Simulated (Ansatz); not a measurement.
Relaxation of W15S32

Computed with DFT PBE, scalar-relativistic, plane waves, PAW (Ansatz). (420 eV cutoff, 2×2×2 k-mesh, Gaussian smearing of 0.01 eV, collinear spin)

What was changed: W vacancy (site a), charge +0, atoms relaxed at the host's cell.

Spin-orbit coupling is left out, which matters for the bands and energies of heavy elements. The starting moments were lost, and the run ended without a moment.

In a supercell of 47 atoms the defect feels its periodic images.

Command:

```bash
ansatz run input.yaml --threads 4 --pin off --max-ram 10240MiB --backend cpu --events-out ev --progress --plain --runs-dir out
```

Input:

```yaml
crystal:
  lattice:
    - [0.0, 7.3617871071, -7.4744493696]
    - [6.375494652, -3.6808935536, -7.4744493696]
    - [-6.375494652, -3.6808935536, -7.4744493696]
  atoms:
    - { symbol: W, position: [0.2493225509, 0.9993225509, 0.7493225509] }
    - { symbol: W, position: [0.4993225509, 0.7493225509, 0.7493225509] }
    - { symbol: W, position: [0.9993225509, 0.4993225509, 0.4993225509] }
    - { symbol: W, position: [0.7493225509, 0.4993225509, 0.7493225509] }
    - { symbol: W, position: [0.2493225509, 0.2493225509, 0.4993225509] }
    - { symbol: W, position: [0.4993225509, 0.9993225509, 0.4993225509] }
    - { symbol: W, position: [0.9993225509, 0.7493225509, 0.2493225509] }
    - { symbol: W, position: [0.7493225509, 0.7493225509, 0.4993225509] }
    - { symbol: W, position: [0.2493225509, 0.4993225509, 0.2493225509] }
    - { symbol: W, position: [0.4993225509, 0.2493225509, 0.2493225509] }
    - { symbol: W, position: [0.9993225509, 0.9993225509, 0.9993225509] }
    - { symbol: W, position: [0.7493225509, 0.9993225509, 0.2493225509] }
    - { symbol: W, position: [0.2493225509, 0.7493225509, 0.9993225509] }
    - { symbol: W, position: [0.4993225509, 0.4993225509, 0.9993225509] }
    - { symbol: W, position: [0.7493225509, 0.2493225509, 0.9993225509] }
    - { symbol: S, position: [0.5959257297, 0.8459257297, 0.3459257297] }
    - { symbol: S, position: [0.8459257297, 0.5959257297, 0.3459257297] }
    - { symbol: S, position: [0.0959257297, 0.3459257297, 0.3459257297] }
    - { symbol: S, position: [0.5959257297, 0.0959257297, 0.0959257297] }
    - { symbol: S, position: [0.3459257297, 0.0959257297, 0.3459257297] }
    - { symbol: S, position: [0.8459257297, 0.8459257297, 0.0959257297] }
    - { symbol: S, position: [0.0959257297, 0.5959257297, 0.0959257297] }
    - { symbol: S, position: [0.5959257297, 0.3459257297, 0.8459257297] }
    - { symbol: S, position: [0.3459257297, 0.3459257297, 0.0959257297] }
    - { symbol: S, position: [0.8459257297, 0.0959257297, 0.8459257297], spin: 0.333 }
    - { symbol: S, position: [0.0959257297, 0.8459257297, 0.8459257297] }
    - { symbol: S, position: [0.5959257297, 0.5959257297, 0.5959257297] }
    - { symbol: S, position: [0.3459257297, 0.5959257297, 0.8459257297] }
    - { symbol: S, position: [0.8459257297, 0.3459257297, 0.5959257297], spin: 0.333 }
    - { symbol: S, position: [0.0959257297, 0.0959257297, 0.5959257297], spin: 0.333 }
    - { symbol: S, position: [0.3459257297, 0.8459257297, 0.5959257297] }
    - { symbol: S, position: [0.7360517194, 0.9860517194, 0.4860517194] }
    - { symbol: S, position: [0.9860517194, 0.7360517194, 0.4860517194] }
    - { symbol: S, position: [0.2360517194, 0.4860517194, 0.4860517194] }
    - { symbol: S, position: [0.7360517194, 0.2360517194, 0.2360517194] }
    - { symbol: S, position: [0.4860517194, 0.2360517194, 0.4860517194] }
    - { symbol: S, position: [0.9860517194, 0.9860517194, 0.2360517194] }
    - { symbol: S, position: [0.2360517194, 0.7360517194, 0.2360517194] }
    - { symbol: S, position: [0.7360517194, 0.4860517194, 0.9860517194] }
    - { symbol: S, position: [0.4860517194, 0.4860517194, 0.2360517194] }
    - { symbol: S, position: [0.9860517194, 0.2360517194, 0.9860517194], spin: 0.333 }
    - { symbol: S, position: [0.2360517194, 0.9860517194, 0.9860517194] }
    - { symbol: S, position: [0.7360517194, 0.7360517194, 0.7360517194] }
    - { symbol: S, position: [0.4860517194, 0.7360517194, 0.9860517194] }
    - { symbol: S, position: [0.9860517194, 0.4860517194, 0.7360517194], spin: 0.333 }
    - { symbol: S, position: [0.2360517194, 0.2360517194, 0.7360517194], spin: 0.333 }
    - { symbol: S, position: [0.4860517194, 0.9860517194, 0.7360517194] }
  host:
    lattice:
      - [1.593873663, 0.9202233884, 7.4744493696]
      - [-1.593873663, 0.9202233884, 7.4744493696]
      - [0.0, -1.8404467768, 7.4744493696]
    atoms:
      - { symbol: W, position: [0.0006774491, 0.0006774491, 0.0006774491] }
      - { symbol: S, position: [0.4040742703, 0.4040742703, 0.4040742703] }
      - { symbol: S, position: [0.2639482806, 0.2639482806, 0.2639482806] }
basis:
  ecutwfc: 420
  xc_grid: 2
kpoints:
  mp_grid: { grid: [2, 2, 2], shift: [0.0, 0.0, 0.0] }
hamiltonian:
  xc: pbe
scf:
  occupations: { method: gaussian, width: 0.01 }
output:
  forces: true
  stress: false
  eigenvalues: true
  populations: true
  charged_corrections:
    defect_position: [0.99932255, 0.24932255, 0.74932255]
    epsilon: [[11.5894, 0.0, 0.0], [0.0, 11.5894, 0.0], [0.0, 0.0, 3.2073]]
  write_density: true
  write_potential: true
  elf: true
  volumetric_format: npy
magnetization:
  spin_polarized: true
relax:
  adjacent_minimum: "off"
  f_tol: 0.025
  max_steps: 45
```

F is the free energy.

Steps:

```tsv
step	F − F(1) (eV)	largest force component (eV/Å)
1	0.0000	1.031
2	0.0056	0.619
3	-0.2535	0.057
4	-0.2549	0.010
```

Relaxed structure:

```yaml
crystal:
  lattice:
    - [0.00000, 7.36179, -7.47445]
    - [6.37549, -3.68089, -7.47445]
    - [-6.37549, -3.68089, -7.47445]
  atoms:
    - { symbol: W, position: [0.25162, 0.00186, 0.74449] }
    - { symbol: W, position: [0.49913, 0.74913, 0.74974] }
    - { symbol: W, position: [0.99449, 0.50162, 0.50186] }
    - { symbol: W, position: [0.75186, 0.50162, 0.74449] }
    - { symbol: W, position: [0.25162, 0.24449, 0.50186] }
    - { symbol: W, position: [0.50094, 0.99854, 0.49854] }
    - { symbol: W, position: [0.99974, 0.74913, 0.24913] }
    - { symbol: W, position: [0.74854, 0.75094, 0.49854] }
    - { symbol: W, position: [0.24875, 0.49875, 0.25043] }
    - { symbol: W, position: [0.49913, 0.24974, 0.24913] }
    - { symbol: W, position: [0.99449, 0.00186, 0.00162] }
    - { symbol: W, position: [0.74854, 0.99854, 0.25094] }
    - { symbol: W, position: [0.24875, 0.75043, 0.99875] }
    - { symbol: W, position: [0.50043, 0.49875, 0.99875] }
    - { symbol: W, position: [0.75186, 0.24449, 0.00162] }
    - { symbol: S, position: [0.59539, 0.84539, 0.34539] }
    - { symbol: S, position: [0.84494, 0.59818, 0.34464] }
    - { symbol: S, position: [0.09507, 0.34507, 0.35009] }
    - { symbol: S, position: [0.59464, 0.09494, 0.09818] }
    - { symbol: S, position: [0.34818, 0.09494, 0.34464] }
    - { symbol: S, position: [0.84494, 0.84464, 0.09818] }
    - { symbol: S, position: [0.09616, 0.59574, 0.09574] }
    - { symbol: S, position: [0.60009, 0.34507, 0.84507] }
    - { symbol: S, position: [0.34574, 0.34616, 0.09574] }
    - { symbol: S, position: [0.84260, 0.09260, 0.85194] }
    - { symbol: S, position: [0.09507, 0.85009, 0.84507] }
    - { symbol: S, position: [0.59464, 0.59818, 0.59494] }
    - { symbol: S, position: [0.34574, 0.59574, 0.84616] }
    - { symbol: S, position: [0.84260, 0.35194, 0.59260] }
    - { symbol: S, position: [0.10194, 0.09260, 0.59260] }
    - { symbol: S, position: [0.34818, 0.84464, 0.59494] }
    - { symbol: S, position: [0.73662, 0.98662, 0.48662] }
    - { symbol: S, position: [0.98508, 0.73832, 0.48481] }
    - { symbol: S, position: [0.23355, 0.48355, 0.48859] }
    - { symbol: S, position: [0.73481, 0.23508, 0.23832] }
    - { symbol: S, position: [0.48832, 0.23508, 0.48481] }
    - { symbol: S, position: [0.98508, 0.98481, 0.23832] }
    - { symbol: S, position: [0.23635, 0.73595, 0.23595] }
    - { symbol: S, position: [0.73859, 0.48355, 0.98355] }
    - { symbol: S, position: [0.48595, 0.48635, 0.23595] }
    - { symbol: S, position: [0.98314, 0.23314, 0.99245] }
    - { symbol: S, position: [0.23355, 0.98859, 0.98355] }
    - { symbol: S, position: [0.73481, 0.73832, 0.73508] }
    - { symbol: S, position: [0.48595, 0.73595, 0.98635] }
    - { symbol: S, position: [0.98314, 0.49245, 0.73314] }
    - { symbol: S, position: [0.24245, 0.23314, 0.73314] }
    - { symbol: S, position: [0.48832, 0.98481, 0.73508] }
```

The run converged. It took 4.2 min on 4 threads of Intel(R) Xeon(R) Platinum 8488C (Sapphire Rapids), with other jobs on the host, peak memory 5.2 GiB.